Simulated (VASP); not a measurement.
# Re: convergence, density of states

Re, P6_3/mmc (no. 194), 2 atoms in the cell. PBEsol; PAW potentials Re (PBE set). VASP 6.6.1.

Wanted: density of states by 0.5 eV bins within 8 %; centre of the states within 12 eV below the valence top within 0.03 eV; states at the Fermi level within 8 %.

What the run is for: density of states; Accuracy asked: standard; k mesh of the density: 12 × 12 × 7.

POSCAR:
```
Re
1.0
    2.7608000000      0.0000000000      0.0000000000
   -1.3804000000      2.3909229348      0.0000000000
    0.0000000000      0.0000000000      4.4582000000
Re
2
Direct
    0.6666666667      0.3333333333      0.7500000000
    0.3333333333      0.6666666667      0.2500000000
```

The series start from Plane-wave cutoff (eV): 260; k-point mesh: 15 × 15 × 8; Energy points (NEDOS): 2001; Occupations for the DOS: ISMEAR=-5; Electronic threshold (eV): 1e-6; Precision mode (PREC): Accurate. Each series keeps the choices made before it, and each single choice may use up half of a tolerance. Times cover all steps of a run.

## Plane-wave cutoff (eV)

| Plane-wave cutoff (eV) | Density of states by 0.5 eV bins, largest deviation against the largest value | Centre of the states within 12 eV below the valence top (eV) | States at the Fermi level (states/eV/atom) | Time (s) |
|---|---|---|---|---|
| 180 | 12 % | -3.277 | 0.7118 | 12 |
| 220 | 0.52 % | -3.201 | 0.7276 | 16 |
| 260 | 0.6 % | -3.199 | 0.7297 | 16 |
| 290 | 0.41 % | -3.202 | 0.7288 | 21 |
| 360 | 0.034 % | -3.206 | 0.7269 | 30 |
| 450 (reference) | 0 % | -3.206 | 0.727 | 35 |

Chosen: 220, the loosest value from which every tighter one stays within half of the tolerance.

## k-point mesh

| k-point mesh | Density of states by 0.5 eV bins, largest deviation against the largest value | Centre of the states within 12 eV below the valence top (eV) | States at the Fermi level (states/eV/atom) | Time (s) |
|---|---|---|---|---|
| 6 × 6 × 4 | 24 % | -3.222 | 0.7716 | 9.3 |
| 8 × 8 × 5 | 19 % | -3.174 | 0.6363 | 9.7 |
| 10 × 10 × 6 | 13 % | -3.196 | 0.7254 | 12 |
| 12 × 12 × 7 | 9.4 % | -3.189 | 0.6251 | 13 |
| 15 × 15 × 8 | 7.9 % | -3.201 | 0.7276 | 16 |
| 18 × 18 × 10 | 4.4 % | -3.209 | 0.7428 | 20 |
| 22 × 22 × 12 | 2.1 % | -3.211 | 0.7538 | 28 |
| 27 × 27 × 15 | 1 % | -3.214 | 0.7185 | 49 |
| 33 × 33 × 18 (reference) | 0 % | -3.214 | 0.7436 | 80 |

Chosen: 22 × 22 × 12.

## Energy points (NEDOS)

| Energy points (NEDOS) | Density of states by 0.5 eV bins, largest deviation against the largest value | Centre of the states within 12 eV below the valence top (eV) | States at the Fermi level (states/eV/atom) | Time (s) |
|---|---|---|---|---|
| 301 | 1.3 % | -3.233 | 0.7718 | 30 |
| 501 | 0.56 % | -3.220 | 0.7584 | 37 |
| 1001 | 0.26 % | -3.211 | 0.7529 | 33 |
| 2001 | 0.084 % | -3.211 | 0.7538 | 28 |
| 4001 (reference) | 0 % | -3.211 | 0.7542 | 32 |

Chosen: 501.

## Occupations for the DOS

| Occupations for the DOS | Density of states by 0.5 eV bins, largest deviation against the largest value | Centre of the states within 12 eV below the valence top (eV) | States at the Fermi level (states/eV/atom) | Time (s) |
|---|---|---|---|---|
| ISMEAR=-5 | 0 % | -3.220 | 0.7584 | 37 |
| ISMEAR=-4 | 0 % | -3.220 | 0.7584 | 34 |
| ISMEAR=0 SIGMA=0.05 | 5.4 % | -3.203 | 0.764 | 30 |
| ISMEAR=0 SIGMA=0.1 | 5.7 % | -3.209 | 0.786 | 26 |
| ISMEAR=-15 SIGMA=0.025 | 0.049 % | -3.220 | 0.7584 | 30 |
| ISMEAR=1 SIGMA=0.1 | 5.2 % | -3.203 | 0.7533 | 27 |

Chosen: ISMEAR=-5; no other choice that stays within half of the tolerance saves 30 % of the time.

## Electronic threshold (eV)

| Electronic threshold (eV) | Density of states by 0.5 eV bins, largest deviation against the largest value | Centre of the states within 12 eV below the valence top (eV) | States at the Fermi level (states/eV/atom) | Time (s) |
|---|---|---|---|---|
| 0.001 | 0.097 % | -3.220 | 0.7583 | 25 |
| 0.0001 | 0.23 % | -3.220 | 0.7584 | 26 |
| 1e-5 | 0.097 % | -3.220 | 0.7584 | 28 |
| 1e-6 (reference) | 0 % | -3.220 | 0.7584 | 37 |

Chosen: 0.001.

## Precision mode (PREC)

| Precision mode (PREC) | Density of states by 0.5 eV bins, largest deviation against the largest value | Centre of the states within 12 eV below the valence top (eV) | States at the Fermi level (states/eV/atom) | Time (s) |
|---|---|---|---|---|
| Normal | 0.24 % | -3.220 | 0.7582 | 18 |
| Accurate (reference) | 0 % | -3.220 | 0.7583 | 25 |

Chosen: Normal.

## All choices together

| Input | Density of states by 0.5 eV bins, largest deviation against the largest value | Centre of the states within 12 eV below the valence top (eV) | States at the Fermi level (states/eV/atom) | Time (s) |
|---|---|---|---|---|
| defaults for smearing, thresholds and mesh (naive) | 43 % | -3.062 | 1.277 | 8.5 |
| chosen settings | 2.6 % | -3.220 | 0.7582 | 18 |
| reference settings throughout | 0 % | -3.218 | 0.7448 | 160 |

The tolerance is met.

## The input

INCAR.step1:
```
SYSTEM = Re
GGA = PS
ISMEAR = 1
SIGMA = 0.1
LWAVE = .FALSE.
LCHARG = .TRUE.
NBANDS = 23
PREC = Normal
LASPH = .TRUE.
LREAL = .FALSE.
ALGO = Normal
EDIFF = 0.001
NELM = 120
GGA_COMPAT = .FALSE.
ENCUT = 220
LMAXMIX = 4
```

INCAR.step2, as INCAR.step1 but for:
```
- ISMEAR = 1
- SIGMA = 0.1
- LCHARG = .TRUE.
+ ISMEAR = -5
+ LCHARG = .FALSE.
+ NEDOS = 501
+ LORBIT = 11
+ EMIN = -9.2784
+ EMAX = 15.7216
+ ICHARG = 11
```

KPOINTS.step1:
```
k-points
0
Gamma
  12 12 7
```

KPOINTS.step2:
```
Automatic mesh
0
Gamma
  22 22 12
  0 0 0
```

Commands (each step's output is kept before the next begins):
```
cat potpaw_PBE.64/Re/POTCAR > POTCAR
cp INCAR.step1 INCAR
cp KPOINTS.step1 KPOINTS
mpirun -np 1 vasp_std > vasp.out
cp INCAR.step2 INCAR
cp KPOINTS.step2 KPOINTS
mpirun -np 1 vasp_std > vasp.out
```

The chosen input took VASP 6.6.1 18 s on 1 core (Intel Xeon 6975P-C (Granite Rapids)), a shared host.

## An input that fails: broadening that wipes out the structure

It runs to its end, but against the unchanged starting input it is off by 24 % in the density of states by 0.5 eV bins, 0.056 eV in the centre of the states within 12 eV below the valence top, 16 % in the states at the Fermi level.

Changes against the starting input:
```
(step 2)
- ISMEAR = -5
- NELM = 120
+ ISMEAR = 0
+ NELM = 77
+ SIGMA = 0.5
```
